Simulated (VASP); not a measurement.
# KBr (Fm-3m) in VASP: notebook

One crystal, KBr, is run at these levels: PBE0, PBE-EpsX; tasks: band structure.

Program: VASP 6.6.1. These are calculated values, not measurements. Logs are shortened: lines on timing, memory, paths and dates and some standing lists are left out, and cuts for length are marked.

### Step 1. The structure

It takes space group Fm-3m (No. 225, cubic). Conventional cell: a = 6.560 Å, b = 6.560 Å, c = 6.560 Å, α = 90.00°, β = 90.00°, γ = 90.00°. K (site symmetry m-3m) is surrounded by 6 Br at 3.28 Å. Br (site symmetry m-3m) is surrounded by 6 K at 3.28 Å.

### Step 2. Band structure, PBE0

POSCAR

```
KBr                                     
1.0
    0.0000000000      3.2798924861      3.2798924861
    3.2798924861      0.0000000000      3.2798924861
    3.2798924861      3.2798924861      0.0000000000
  K               Br            
     1     1
Direct
     0.0000000000000000    0.0000000000000000    0.0000000000000000
     0.5000000000000000    0.5000000000000000    0.5000000000000000
```

INCAR.step1

```
SYSTEM = KBr
PREC = Accurate
ENCUT = 520
EDIFF = 1E-5
ISMEAR = 0
SIGMA = 0.03
LREAL = .FALSE.
LASPH = .TRUE.
NELM = 80
ALGO = Normal
ISIF = 2
LWAVE = .TRUE.
LCHARG = .FALSE.
KPAR = 4
GGA = PE
```

INCAR.step2

```
SYSTEM = KBr
PREC = Accurate
ENCUT = 520
EDIFF = 1E-6
ISMEAR = 0
SIGMA = 0.03
LREAL = .FALSE.
LASPH = .TRUE.
NELM = 80
ALGO = Normal
ISIF = 2
LWAVE = .FALSE.
LCHARG = .FALSE.
GGA = PE
LHFCALC = .TRUE.
AEXX = 0.25
PRECFOCK = Fast
HFRCUT = -1
KPAR = 4
ISTART = 1
```

KPOINTS

```
Automatic mesh
0
G
  4 4 4
  0 0 0
```

KPOINTS_OPT

```
explicit points
6
Reciprocal
 0.0000000000  0.0000000000  0.0000000000 1
 0.3750000000  0.3750000000  0.7500000000 1
 0.5000000000  0.5000000000  0.5000000000 1
 0.6250000000  0.2500000000  0.6250000000 1
 0.5000000000  0.2500000000  0.7500000000 1
 0.5000000000  0.0000000000  0.5000000000 1
```

Potentials or basis: VASP PAW PBE potentials, release 64 (K_sv, Br).

On the command line:

```
> cat potpaw_PBE.64/K_sv/POTCAR potpaw_PBE.64/Br/POTCAR > POTCAR
> cp INCAR.step1 INCAR
> mpirun -np 4 vasp_std > vasp.out
> cp INCAR.step2 INCAR
> mpirun -np 4 vasp_std > vasp.out
```

OUTCAR:

```text
SYSTEM = KBr
   PREC = Accurate
   ENCUT = 520
   EDIFF = 1E-6
   ISMEAR = 0
   LREAL = .FALSE.
   LASPH = .TRUE.
   NELM = 80
   ISIF = 2
   GGA = PE
   LHFCALC = .TRUE.
   AEXX = 0.25
   PRECFOCK = Fast
   ISTART = 1

 ion  position               nearest neighbor table
   1  0.000  0.000  0.000-   2 3.28   2 3.28   2 3.28   2 3.28   2 3.28   2 3.28
   2  0.500  0.500  0.500-   1 3.28   1 3.28   1 3.28   1 3.28   1 3.28   1 3.28

  LATTYP: Found a face centered cubic cell.
 ALAT       =     6.5597849722

  Lattice vectors:

 A1 = (   0.0000000000,   3.2798924861,   3.2798924861)
 A2 = (   3.2798924861,   0.0000000000,   3.2798924861)
 A3 = (   3.2798924861,   3.2798924861,   0.0000000000)

Analysis of symmetry for initial positions (statically):
=====================================================================
 Subroutine PRICEL returns:
 Original cell was already a primitive cell.

 Routine SETGRP: Setting up the symmetry group for a
 face centered cubic supercell.

 Subroutine GETGRP returns: Found 48 space group operations
 (whereof 48 operations were pure point group operations)
 out of a pool of 48 trial point group operations.

The static configuration has the point symmetry O_h .

Analysis of symmetry for dynamics (positions and initial velocities):
=====================================================================
 Subroutine PRICEL returns:
 Original cell was already a primitive cell.

 Routine SETGRP: Setting up the symmetry group for a
 face centered cubic supercell.

 Subroutine GETGRP returns: Found 48 space group operations
 (whereof 48 operations were pure point group operations)
 out of a pool of 48 trial point group operations.

The dynamic configuration has the point symmetry O_h .

 Subroutine INISYM returns: Found 48 space group operations
 (whereof 48 operations are pure point group operations),
 and found     1 'primitive' translations

----------------------------------------------------------------------------------------

                                     Primitive cell

  volume of cell :      70.5682

  direct lattice vectors                    reciprocal lattice vectors
     0.000000000  3.279892486  3.279892486    -0.152444021  0.152444021  0.152444021
     3.279892486  0.000000000  3.279892486     0.152444021 -0.152444021  0.152444021
     3.279892486  3.279892486  0.000000000     0.152444021  0.152444021 -0.152444021

  length of vectors
     4.638468437  4.638468437  4.638468437     0.264040790  0.264040790  0.264040790

  position of ions in fractional coordinates (direct lattice)
     0.000000000  0.000000000  0.000000000
     0.500000000  0.500000000  0.500000000

  ion indices of the primitive-cell ions
   primitive index   ion index
                 1           1
                 2           2

----------------------------------------------------------------------------------------

 KPOINTS: Automatic mesh

Automatic generation of k-mesh.
 Grid dimensions read from file:
 generate k-points for:    4    4    4

 Generating k-lattice:

  Cartesian coordinates                     Fractional coordinates (reciprocal lattice)
    -0.038111005  0.038111005  0.038111005     0.250000000  0.000000000  0.000000000
     0.038111005 -0.038111005  0.038111005     0.000000000  0.250000000  0.000000000
     0.038111005  0.038111005 -0.038111005     0.000000000  0.000000000  0.250000000

  Length of vectors
     0.066010198  0.066010198  0.066010198

  Shift w.r.t. Gamma in fractional coordinates (k-lattice)
     0.000000000  0.000000000  0.000000000

 Subroutine IBZKPT returns following result:
 ===========================================

 Found      8 irreducible k-points:

 Following reciprocal coordinates:
            Coordinates               Weight
  0.000000  0.000000  0.000000      1.000000
  0.250000  0.000000  0.000000      8.000000
  0.500000  0.000000  0.000000      4.000000
  0.250000  0.250000  0.000000      6.000000
  0.500000  0.250000  0.000000     24.000000
 -0.250000  0.250000  0.000000     12.000000
  0.500000  0.500000  0.000000      3.000000
 -0.250000  0.500000  0.250000      6.000000
   k-points           NKPTS =      8   k-points in BZ     NKDIM =     64   number of bands    NBANDS=     12
   number of dos      NEDOS =    301   number of ions     NIONS =      2
   total plane-waves  NPLWV =  46656
   dimension x,y,z NGX =    36 NGY =   36 NGZ =   36
   dimension x,y,z NGXF=    72 NGYF=   72 NGZF=   72
   ions per type =               1   1
   NGX,Y,Z   is equivalent  to a cutoff of  12.90, 12.90, 12.90 a.u.
   NGXF,Y,Z  is equivalent  to a cutoff of  25.81, 25.81, 25.81 a.u.
 SYSTEM =  KBr
   PREC   = accura    normal or accurate (medium, high low for compatibility)
   ISTART =      1    job   : 0-new  1-cont  2-samecut
   ICHARG =      0    charge: 1-file 2-atom 10-const
   ISPIN  =      1    spin polarized calculation?
   LNONCOLLINEAR =      F non collinear calculations
   LSORBIT =      F    spin-orbit coupling
   LASPH  =      T    aspherical Exc in radial PAW
   ENCUT  =  520.0 eV  38.22 Ry    6.18 a.u.   8.62  8.62  8.62*2*pi/ulx,y,z
   NELM   =     80;   NELMIN=  2; NELMDL=  0     # of ELM steps
   EDIFF  = 0.1E-05   stopping-criterion for ELM
   LREAL  =      F    real-space projection
   EDIFFG = 0.1E-04   stopping-criterion for IOM
   NSW    =      0    number of steps for IOM
   IBRION =     -1    ionic relax: 0-MD 1-quasi-New 2-CG
   NFREE  =      0    steps in history (QN), initial steepest desc. (CG)
   ISIF   =      2    stress and relaxation
   ISYM   =      3    0-nonsym 1-usesym 2-fastsym
   POTIM  = 0.5000    time-step for ionic-motion
   TEBEG  =    0.0;   TEEND  =   0.0 temperature during run
   PSTRESS=    0.0 pullay stress
   NELECT =      16.0000    total number of electrons
   NUPDOWN=      -1.0000    fix difference up-down
   EMIN   =  10.00;   EMAX   =-10.00  energy-range for DOS
   EFERMI =   0.00;   METHOD = LEGACY
   ISMEAR =     0;   SIGMA  =   0.03  broadening in eV -4-tet -1-fermi 0-gaus
   EFERMI_NEDOS =   21; number of points for ismear=-14 and -15
   IALGO  =     38    algorithm
   IMIX   =      1    mixing-type and parameters
     AMIX     =   0.40;   BMIX     =  1.00
     AMIX_MAG =   1.60;   BMIX_MAG =  1.00
  volume/ion in A,a.u.               =      35.28       238.11
  Fermi-wavevector in a.u.,A,eV,Ry     =   0.998264  1.886445 13.558616  0.996530
  Thomas-Fermi vector in A             =   2.130475
   LORBIT       =      0    0 simple, 1 ext, 2 COOP (PROOUT), +10 PAW based schemes
   GGA     = PE    functional components
   LHFCALC =     T    Hartree Fock is set to
   PRECFOCK=fast      Normal, Fast or Accurate (Low or Medium for compatibility)
   ENCUT4O =  -1.0   cutoff for four orbital integrals eV
   NKREDX  =     1    reduce k-point grid by
   NKREDY  =     1    reduce k-point grid by
   NKREDZ  =     1    reduce k-point grid by
   AEXX    =    0.2500 exact exchange contribution
   HFSCREEN=    0.0000 screening length (either q_TF or 0.3 A-1)
   HFSCREENC=   0.0000 screening length for correlation (either q_TF or 0.3 A-1)
   ENCUTFOCK=  -1.0 apply spherical cutoff to Coloumb kernel
   IVDW    =     0    specifies the selected vdW correction
   LEPSILON=     F    determine dielectric tensor
   LRPA    =     F    only Hartree local field effects (RPA)
 non-spin polarized calculation
 Gauss-broadening in eV      SIGMA  =   0.03
  energy-cutoff  :      520.00
  volume of cell :       70.57
 maximum number of plane-waves:      1924
 NGX is ok and might be reduce to    36
  NGX = 20; NGY = 20; NGZ = 20

 number of electron      15.9999999 magnetization

 Free energy of the ion-electron system (eV)
  ---------------------------------------------------
  ext. energy  EPLUGINS =         0.00000000
  ---------------------------------------------------
  free energy    TOTEN  =        -7.66378275 eV

  energy without entropy =       -7.66378275  energy(sigma->0) =       -7.66378275

 E-fermi :  -2.7923     XC(G=0):  -5.8657

 val. band max:       -2.9276258214   @ k =   0.0000   0.0000   0.0000
 cond. band min:       3.4402928704   @ k =   0.0000   0.0000   0.0000
 fundamental gap:      6.3679186919
 Fermi energy:        -2.7923233764

 k-point     1 :       0.0000    0.0000    0.0000
  band No.  band energies     occupation
      1     -32.8944      2.00000
      2     -16.3164      2.00000
      3     -15.0078      2.00000
      4     -15.0078      2.00000
      5     -15.0078      2.00000
      6      -2.9276      2.00000
      7      -2.9276      2.00000
      8      -2.9276      2.00000
      9       3.4403      0.00000
     10       6.8033      0.00000
     11       6.8033      0.00000
     12       6.8033      0.00000

 k-point     2 :       0.2500    0.0000    0.0000
  band No.  band energies     occupation
      1     -32.8913      2.00000
      2     -16.4111      2.00000
      3     -15.0100      2.00000
      4     -15.0100      2.00000
      5     -14.8657      2.00000
      6      -3.6556      2.00000
      7      -3.1189      2.00000
      8      -3.1189      2.00000
      9       4.7397      0.00000
     10       6.6244      0.00000
     11       7.5661      0.00000
     12       7.5661      0.00000

 k-point     3 :       0.5000    0.0000    0.0000
  band No.  band energies     occupation
      1     -32.8880      2.00000
      2     -16.4924      2.00000
      3     -15.0120      2.00000
      4     -15.0120      2.00000
      5     -14.7368      2.00000
      6      -4.2304      2.00000
      7      -3.2977      2.00000
      8      -3.2977      2.00000
      9       5.5885      0.00000
     10       7.4978      0.00000
     11       9.2893      0.00000
     12       9.2900      0.00000

 k-point     4 :       0.2500    0.2500    0.0000
  band No.  band energies     occupation
      1     -32.8902      2.00000
      2     -16.3554      2.00000
      3     -15.0280      2.00000
      4     -15.0280      2.00000
      5     -14.9143      2.00000
      6      -3.7016      2.00000
      7      -3.1087      2.00000
      8      -3.1087      2.00000
      9       4.9952      0.00000
     10       5.5829      0.00000
     11       8.2468      0.00000
     12       8.3957      0.00000

 k-point     5 :       0.5000    0.2500    0.0000
  band No.  band energies     occupation
      1     -32.8870      2.00000
      2     -16.3599      2.00000
      3     -15.0521      2.00000
      4     -15.0304      2.00000
      5     -14.8858      2.00000
      6      -3.9084      2.00000
      7      -3.4416      2.00000
      8      -3.2741      2.00000
      9       5.6996      0.00000
     10       6.7496      0.00000
     11       8.1675      0.00000
     12       9.1271      0.00000

 k-point     6 :      -0.2500    0.2500    0.0000
  band No.  band energies     occupation
      1     -32.8881      2.00000
      2     -16.4131      2.00000
      3     -15.0534      2.00000
      4     -15.0124      2.00000
      5     -14.8184      2.00000
      6      -3.9353      2.00000
      7      -3.3746      2.00000
      8      -3.2840      2.00000
      9       6.0041      0.00000
     10       6.5679      0.00000
     11       8.0848      0.00000
     12       8.2789      0.00000

 k-point     7 :       0.5000    0.5000    0.0000
  band No.  band energies     occupation
      1     -32.8861      2.00000
      2     -16.1973      2.00000
      3     -15.1107      2.00000
      4     -15.0486      2.00000
      5     -15.0486      2.00000
      6      -3.8408      2.00000
      7      -3.2510      2.00000
      8      -3.2510      2.00000
      9       4.8544      0.00000
     10       6.3800      0.00000
     11       8.7072      0.00000
     12       8.8547      0.00000

 k-point     8 :      -0.2500    0.5000    0.2500
  band No.  band energies     occupation
      1     -32.8860      2.00000
      2     -16.2965      2.00000
      3     -15.0794      2.00000
      4     -15.0794      2.00000
      5     -14.9041      2.00000
      6      -3.5840      2.00000
      7      -3.5840      2.00000
      8      -3.5210      2.00000
      9       6.4930      0.00000
     10       6.4930      0.00000
     11       7.5018      0.00000
     12       8.4395      0.00000

------------------------ aborting loop because EDIFF is reached ----------------------------------------

  FORCE on cell =-STRESS in cart. coord.  units (eV):
  Direction    XX          YY          ZZ          XY          YZ          ZX
  --------------------------------------------------------------------------------------
  -------------------------------------------------------------------------------------
  Total        0.3431624      0.3431624      0.3431624     -0.0000000     -0.0000000     -0.0000000
  in kB        7.7911482      7.7911482      7.7911482     -0.0000000     -0.0000000     -0.0000000
  external PRESSURE =       7.7911482 kB  Pullay stress =       0.0000000 kB

 VOLUME and BASIS-vectors are now :
 -----------------------------------------------------------------------------
  energy-cutoff  :      520.00
  volume of cell :       70.57
      direct lattice vectors                 reciprocal lattice vectors
     0.000000000  3.279892486  3.279892486    -0.152444021  0.152444021  0.152444021
     3.279892486  0.000000000  3.279892486     0.152444021 -0.152444021  0.152444021
     3.279892486  3.279892486  0.000000000     0.152444021  0.152444021 -0.152444021

 POSITION                                       TOTAL-FORCE (eV/Angst)
 -----------------------------------------------------------------------------------
      0.00000      0.00000      0.00000         0.000000     -0.000000      0.000000
      3.27989      3.27989      3.27989        -0.000000      0.000000     -0.000000
 -----------------------------------------------------------------------------------
    total drift:                                0.000001      0.000002      0.000002

  FREE ENERGIE OF THE ION-ELECTRON SYSTEM (eV)
  ---------------------------------------------------
  free  energy   TOTEN  =        -7.6637827543 eV

  energy  without entropy=       -7.6637827543  energy(sigma->0) =       -7.66378275
```

It took 2.2 min on 4 MPI ranks of Intel Xeon Platinum 8259CL at 2.50GHz (Skylake/Cascade Lake), shared host; peak memory 0.22 GiB.

Results:

```
Free energy             : -7.6638 eV
Pressure                : 0.8 GPa
Band gap on the k mesh  : 6.37 eV, direct
Band gap along the path : 6.37 eV, direct
```

Caveat: the PAW data sets were made with another functional, which shifts forces and pressure a little.

(Continued in part 2 of 2.)
